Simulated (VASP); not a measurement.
MgO, 4 atoms in the cell. Symmetry: P6_3/mmc, No. 194, hexagonal system. The conventional cell has a = 3.484 Å, b = 3.484 Å, c = 4.185 Å, α = 90.00°, β = 90.00°, γ = 120.00°. Around Mg (site symmetry -6m2) lie 5 O at 2.01 to 2.09 Å. Around O (site symmetry -6m2) lie 5 Mg at 2.01 to 2.09 Å. The cell was built by a generator and needn't be a form met in nature.

```yaml
Program: VASP 6.6.1
Task: single point
Functional: r2SCAN
Potentials_or_basis: VASP PAW PBE potentials, release 64 (Mg, O)
Cutoff: 520 eV
k_mesh: 12 × 12 × 6
Occupations: fermi-dirac, width 0.02 eV
Spin: no spin polarisation
Dipole_correction: no
Further_INCAR_settings: ALGO = Normal; EDIFF = 1e-06; NBANDS = 16
```

Potentials or basis: VASP PAW PBE potentials, release 64 (Mg, O).

Command:

```console
$ cat potpaw_PBE.64/Mg/POTCAR potpaw_PBE.64/O/POTCAR > POTCAR
$ cp INCAR.step1 INCAR
$ mpirun -np 1 vasp_std > vasp.out
$ cp INCAR.step2 INCAR
$ mpirun -np 1 vasp_std > vasp.out
```

Hardware: 1 thread of AMD EPYC 9R14 (Zen 4), on a shared host.

**Question.** Estimate the wall time of this run.

**Answer.** Wall time 110 s on 1 thread of AMD EPYC 9R14 (Zen 4) (shared host), peak memory 0.17 GiB. Counts: scf iterations 9, k points 76.
